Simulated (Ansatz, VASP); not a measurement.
# Si26C26N (V_Si-N_C): VASP beside Ansatz

One calculation is typed for both programs; each brings its own data sets. How far apart do they land? The structure shown is the start of the Ansatz relaxation below; VASP solves that cell, so the two are compared at the walk's first step.

Program: Ansatz 0.2.0. Level of theory: plane waves, with VASP 6.6.1 beside it; r2SCAN. Results are calculated unless marked as measured.

### 1. The starting structure

The cell holds 53 atoms: 26 Si, 26 C and 1 N. Its edges and angles: a = 9.242 Å, b = 9.242 Å, c = 9.242 Å, α = 60.0°, β = 60.0°, γ = 60.0°. It derives from SiC (SiC (F-43m)). Nearest the centre at fractional (0.375, 0.542, 0.708): N53 at 0.90 Å, Si13 at 2.36 Å, Si15 at 2.37 Å, C42 at 2.38 Å, Si23 at 2.40 Å, C35 at 2.41 Å, C43 at 2.41 Å, C48 at 3.17 Å. The cell carries charge −3.

Coordinates:

```xyz
53
Lattice="0.0000 6.5349 6.5349 6.5349 0.0000 6.5349 6.5349 6.5349 0.0000" Properties=species:S:1:pos:R:3 pbc="T T T"
Si    6.5359   13.0198    6.5328
Si    8.7366    8.7407   13.0352
Si    4.3901    4.3927    0.0087
Si    8.6842   13.0440    8.6816
Si    4.3982    8.6877    8.7022
Si    6.5236    4.4021    2.1611
Si    4.3553    0.0401    4.3865
Si    6.5050    2.1417    4.3729
Si    8.6782   10.8789   10.8581
Si    6.5152    2.1577    8.6721
Si    2.1930    4.3871    2.2151
Si    4.3318    6.5194    2.2189
Si    8.7114    8.7350    4.4015
Si    4.3247    4.3838    4.3293
Si    6.5691    6.5083    4.3315
Si   10.8674    8.7495    6.5594
Si    6.5846    4.3597    6.5388
Si   13.0332   10.9120   10.9187
Si    8.7116    6.5749   10.8616
Si   10.8854    8.7302   10.8449
Si    2.1864    4.4059    6.5350
Si    4.3453    6.4959    6.5641
Si    6.5110    8.7072    6.5784
Si    4.3992    4.3735    8.6932
Si    6.5112    6.5434    8.6700
Si    8.7622    8.7032    8.7118
C     1.1375    1.0960    1.1001
C     3.2677    3.2233    1.0657
C     5.4028    5.4215    1.0807
C     3.2440    1.0590    3.2998
C     5.4664    3.2684    3.2219
C     7.6329    5.4277    3.3132
C     5.4479    1.0607    5.4868
C     7.6165    3.2547    5.3980
C     9.8520    5.4454    5.4399
C     1.0653    3.2856    3.3074
C     3.2266    5.4528    3.2394
C     5.4936    7.6113    3.2610
C     3.2798    3.2192    5.4414
C     5.4664    5.4066    5.4224
C     5.4952    3.2610    7.6271
C     7.6618    5.4573    7.6547
C     9.8143    7.6623    7.6539
C     1.1276    5.4176    5.4611
C     3.2843    7.6328    5.3995
C     5.4842    9.8143    5.4754
C     3.2944    5.4410    7.5822
C     5.4878    7.6127    7.5995
C     7.6552    9.8367    7.6427
C     5.4884    5.4704    9.8106
C     7.5849    7.6499    9.8197
C     9.7634    9.8163    9.7742
N     7.6501    7.6225    5.4884
```

### 2. Ansatz: relaxation, r2SCAN

Ansatz runs on its PAW soft_1 files.

The two programs are compared at the cell with which this relaxation starts, whose forces are those of its first step.

input.yaml reads:

```yaml
crystal:
  lattice:
    - [0.0, 2.17829624, 2.17829624]
    - [2.17829624, 0.0, 2.17829624]
    - [2.17829624, 2.17829624, 0.0]
  atoms:
    - { symbol: Si, position: [0.0, 0.0, 0.0] }
    - { symbol: C, position: [0.25, 0.25, 0.25] }
  supercell: [3, 3, 3]
  defects: [{ vacancy: 34 }, { substitution: { at: 29, symbol: "N" } }]
total_charge: -3
basis:
  ecutwfc: 500
  xc_grid: 2
hamiltonian:
  xc: r2scan
  pseudopotentials: { kind: paw, azcp: { folder: soft_1 } }
kpoints:
  mp_grid: { grid: [2, 2, 2], shift: [0.5, 0.5, 0.5] }
scf:
  occupations: { method: fixed }
  max_iter: 60
output:
  forces: true
  charged_corrections:
    epsilon: 7.06
    static_epsilon: 10.43
    defect_position: [0.375, 0.541667, 0.708333]
relax:
  f_tol: 0.02
  max_steps: 80
  random_displacement: { amplitude: 0.05, seed: 2013 }
checkpoint:
  write: "../qm3.relax.run"
  compress: false
  write_wavefunctions: true
  write_every: 100000
```

Command:

```sh
ansatz run input.yaml --threads 4 --pin off --max-ram 7536MiB --backend cpu --events-out ev --progress --plain --runs-dir out
```

Numbers of over 12 decimals in the logs are rounded to 6 here.

Output:

```text
Engine: ansatz 0.2.0, aarch64-unknown-linux-gnu
Pseudopotentials: kind: paw
Pseudopotential: Si, paw, valence charge 4, recommended cutoff 500 eV (meta_gga), soft_1/Si.paw.azcp
Pseudopotential: C, paw, valence charge 4, recommended cutoff 500 eV (meta_gga), soft_1/C.paw.azcp
Pseudopotential: N, paw, valence charge 5, recommended cutoff 500 eV (meta_gga), soft_1/N.paw.azcp
Functional definition: r2SCAN
  parameter k0 = 0.174
  parameter k1 = 0.065
  parameter a1 = 4.9479
  exchange = r2scan_x(k0 = k0, k1 = k1, a1 = a1)
  correlation = r2scan_c
Crystal: 53 atoms, lattice volume = 558.142 Å³
Basis set: ecut = 500 eV, 14163 PW (Γ), exchange–correlation on 144×144×144 points (8 copies of the dense FFT grid, shifted against one another)
Bands: 161, of which v1, the nominal top of the filled ones, is band 108 counted from 1 (107 counted from 0)
Symmetry: 1 space group operations
k-points: 4 of 8 (time reversal used)
Non-local potential: Si, projectors of the file, l = 0: 2, l = 1: 2, l = 2: 1
Non-local potential: C, projectors of the file, l = 0: 2, l = 1: 2, l = 2: 1
Non-local potential: N, projectors of the file, l = 0: 2, l = 1: 2, l = 2: 1
PAW form: soft (Blöchl's): semilocal exchange-correlation on the pseudo side does not see the compensation charge
PAW frozen core: Si, regenerated for the run's functional (the file was generated under x = pbe(κ = 0.804, μ = 0.219515), c = pbe(β = 0.066725))
PAW frozen core: C, regenerated for the run's functional (the file was generated under x = pbe(κ = 0.804, μ = 0.219515), c = pbe(β = 0.066725))
PAW frozen core: N, regenerated for the run's functional (the file was generated under x = pbe(κ = 0.804, μ = 0.219515), c = pbe(β = 0.066725))
PAW one-centre angular grid: Si, 302 points (default); XC on 160 Gauss nodes
PAW one-centre angular grid: C, 302 points (default); XC on 219 of its mesh's 2255 points in the sphere
PAW one-centre angular grid: N, 302 points (default); XC on 160 Gauss nodes
Initial density: superposition of atomic densities (chi_scale 0.1, normalization cell, long waves kept (reshape's long-wave potential 0.23 eV rms))
Initial wavefunctions: pseudopotential atomic-orbital guess
Functional: x = r2scan, c = r2scan; τ floored in thin density (d = 2e-4 eV/Å³)
SCF iter   1: F=—  HF=-23547.282471 eV  |F-HF|=—  |Δ(HF+E_count)|=         —  Δρ=1.27e-1  dr2=1.15e2  dr2_τ=1.34e1  ethr=3.10e-3  ⟨swp⟩=5.0  Hψ=2260  notcnv=0  defer=200
preconditioner: auto → Resta (q_TF=auto, 2.329 Å⁻¹)  ε∞=4.0  [insulator: Δε(μ)=1.401 eV  Ē_g=13.433 eV  n_scr=112 (ndim 8)  ℏωp=23.1 eV  f_vac=0.000  ε∞_Penn≈4.0]
SCF iter   2: F=—  HF=-23519.996668 eV  |F-HF|=—  |Δ(HF+E_count)|=    2.73e1  Δρ=4.78e-2  dr2=1.17e1  dr2_τ=1.43e0  ethr=3.10e-3  ⟨swp⟩=4.2  Hψ=1489  notcnv=0  defer=196
SCF iter   3: F=—  HF=-23520.818494 eV  |F-HF|=—  |Δ(HF+E_count)|=   8.22e-1  Δρ=2.12e-2  dr2=2.67e0  dr2_τ=1.53e-1  ethr=3.10e-3  ⟨swp⟩=2.5  Hψ=1044  notcnv=0  defer=201
SCF iter   4: F=—  HF=-23521.121121 eV  |F-HF|=—  |Δ(HF+E_count)|=   3.03e-1  Δρ=1.56e-2  dr2=3.41e0  dr2_τ=1.25e-1  ethr=1.24e-3  ⟨swp⟩=3.0  Hψ=810  notcnv=0  defer=202
SCF iter   5: F=—  HF=-23520.924468 eV  |F-HF|=—  |Δ(HF+E_count)|=   1.97e-1  Δρ=3.99e-3  dr2=2.14e-1  dr2_τ=7.89e-3  ethr=1.24e-3  ⟨swp⟩=2.0  Hψ=702  notcnv=0  defer=202
SCF iter   6: F=—  HF=-23520.913498 eV  |F-HF|=—  |Δ(HF+E_count)|=   1.10e-2  Δρ=2.59e-3  dr2=1.12e-1  dr2_τ=9.74e-4  ethr=9.92e-5  ⟨swp⟩=2.0  Hψ=513  notcnv=0  defer=204
SCF iter   7: F=—  HF=-23520.909505 eV  |F-HF|=—  |Δ(HF+E_count)|=   3.99e-3  Δρ=1.20e-3  dr2=1.50e-2  dr2_τ=4.89e-4  ethr=5.18e-5  ⟨swp⟩=2.0  Hψ=470  notcnv=0  defer=204
SCF iter   8: F=—  HF=-23520.908348 eV  |F-HF|=—  |Δ(HF+E_count)|=   1.16e-3  Δρ=3.49e-4  dr2=1.06e-3  dr2_τ=7.40e-5  ethr=6.97e-6  ⟨swp⟩=2.2  Hψ=801  notcnv=0  defer=204
SCF iter   9: F=—  HF=-23520.908070 eV  |F-HF|=—  |Δ(HF+E_count)|=   2.78e-4  Δρ=1.70e-4  dr2=2.81e-4  dr2_τ=2.04e-5  ethr=4.92e-7  ⟨swp⟩=2.0  Hψ=976  notcnv=0  defer=204
SCF iter  10: F=—  HF=-23520.908055 eV  |F-HF|=—  |Δ(HF+E_count)|=   1.45e-5  Δρ=6.09e-5  dr2=2.16e-5  dr2_τ=2.29e-6  ethr=1.30e-7  ⟨swp⟩=2.0  Hψ=785  notcnv=0  defer=204
SCF iter  11: F=-23520.908054 eV  HF=-23520.908056 eV  |F-HF|=2.41e-6  |Δ(HF+E_count)|=   1.10e-6  Δρ=2.42e-5  dr2=4.98e-6  dr2_τ=3.57e-7  ethr=4.63e-9  ⟨swp⟩=5.0  Hψ=1963  notcnv=0
SCF 1 converged in 11 iterations: F = -23520.908054 eV  dr2 = 4.98e-6
  greatest PAW one-centre occupation: 0.803 electrons in one spin orbital (limit 2), on the N atom at site 29 (counted from 0), in its partial waves of l = 0
relax step   1: F+E_penalty+E_count = -23520.90805372 eV  Δ(F+E_penalty+E_count) = +0.000e0 eV  max|allowed force component| = 3.001e0 eV/Å  Δτ_max = 0.0000 Å  (11 SCF iters, dr2 threshold 1.00e-5 eV, accepted)
Initial density: handed on by an earlier stage of this run
Initial wavefunctions: those handed on with the density
[...]
k-point 2: bands = [... 104 lower, 8.5455, 8.8587, 10.4203, 10.6721, 11.2134, 12.3826, 12.4469, 12.9575, ... 49 higher]
  k-point 3: bands = [... 104 lower, 8.6394, 9.3694, 10.0405, 10.5604, 11.2341, 12.3895, 12.4443, 13.0140, ... 49 higher]
--- Relaxed structure (6 steps of the walk, 6 accepted, 0 SCFs on fresh bases) ---
  F+E_penalty+E_count = -23524.37183635 eV   max|allowed force component| = 1.480e-2 eV/Å
  atoms:
    - { symbol: Si, position: [0.000608481, -0.000649997, -0.000565193] }
    - { symbol: C, position: [0.082749, 0.083941, 0.083906] }
    - { symbol: Si, position: [0.000660861, -0.000664218, 0.335056] }
    - { symbol: C, position: [0.082683, 0.084559, 0.417081] }
    - { symbol: Si, position: [0.00313818, -0.00843238, 0.669898] }
    - { symbol: C, position: [0.082575, 0.084614, 0.750266] }
    - { symbol: Si, position: [0.000331296, 0.334471, -0.000166516] }
    - { symbol: C, position: [0.084845, 0.417853, 0.081328] }
    - { symbol: Si, position: [-0.000607718, 0.333505, 0.333805] }
    - { symbol: C, position: [0.082576, 0.418075, 0.416971] }
    - { symbol: Si, position: [-0.000667846, 0.333542, 0.667825] }
    - { symbol: C, position: [0.084847, 0.417893, 0.750522] }
    - { symbol: Si, position: [0.00239882, 0.671757, -0.00934681] }
    - { symbol: C, position: [0.082827, 0.750626, 0.083788] }
    - { symbol: Si, position: [-0.00127967, 0.669570, 0.333130] }
    - { symbol: C, position: [0.082926, 0.750623, 0.417324] }
    - { symbol: Si, position: [0.00241083, 0.671797, 0.669730] }
    - { symbol: C, position: [0.068150, 0.755782, 0.755374] }
    - { symbol: Si, position: [0.335047, -0.00156573, 0.000402424] }
    - { symbol: C, position: [0.415024, 0.086300, 0.083712] }
    - { symbol: Si, position: [0.335499, -0.00841206, 0.337513] }
    - { symbol: C, position: [0.415883, 0.084619, 0.416955] }
    - { symbol: Si, position: [0.335366, -0.00833704, 0.669750] }
    - { symbol: C, position: [0.414945, 0.086311, 0.749322] }
    - { symbol: Si, position: [0.335950, 0.334404, -0.00627874] }
    - { symbol: C, position: [0.416095, 0.417876, 0.081257] }
    - { symbol: Si, position: [0.333430, 0.333544, 0.333724] }
    - { symbol: C, position: [0.416124, 0.417904, 0.419229] }
    - { symbol: Si, position: [0.335939, 0.334382, 0.670319] }
    - { symbol: N, position: [0.426130, 0.387179, 0.760549] }
    - { symbol: Si, position: [0.335177, 0.671767, -0.00941915] }
    - { symbol: C, position: [0.414337, 0.748231, 0.085867] }
    - { symbol: Si, position: [0.335316, 0.671804, 0.336811] }
    - { symbol: C, position: [0.420904, 0.755786, 0.402621] }
    - { symbol: C, position: [0.420724, 0.755808, 0.755131] }
    - { symbol: Si, position: [0.666069, -0.00159576, 0.000435922] }
    - { symbol: C, position: [0.749493, 0.083940, 0.083871] }
    - { symbol: Si, position: [0.665054, -0.00065246, 0.334991] }
    - { symbol: C, position: [0.749516, 0.083947, 0.417133] }
    - { symbol: Si, position: [0.666023, -0.00156498, 0.669424] }
    - { symbol: C, position: [0.749325, 0.086305, 0.749388] }
    - { symbol: Si, position: [0.665421, 0.334473, -0.000195814] }
    - { symbol: C, position: [0.749468, 0.417305, 0.083859] }
    - { symbol: Si, position: [0.665428, 0.334469, 0.334725] }
    - { symbol: C, position: [0.746900, 0.417858, 0.419253] }
    - { symbol: Si, position: [0.659318, 0.334409, 0.670348] }
    - { symbol: C, position: [0.746875, 0.417878, 0.750484] }
    - { symbol: Si, position: [0.665112, 0.670230, -0.000491475] }
    - { symbol: C, position: [0.751537, 0.748203, 0.085965] }
    - { symbol: Si, position: [0.656203, 0.671767, 0.336839] }
    - { symbol: C, position: [0.749375, 0.750629, 0.417231] }
    - { symbol: Si, position: [0.656180, 0.671760, 0.669574] }
    - { symbol: C, position: [0.751474, 0.748229, 0.748734] }
```

(Continued in part 2 of 2.)

[Lines on the potential files, build, host, timing and source positions are cut from VASP's logs without a mark.]

[Logs are printed without paths, hosts, clocks, repeated set-up lines and the standing remarks that a program may print on its own settings, such as how far it seeks lower states.]

[Hosts, paths, dates, database ids (printed as entryN), source tags and the programs' standing remarks are cut or masked in the printed files.]
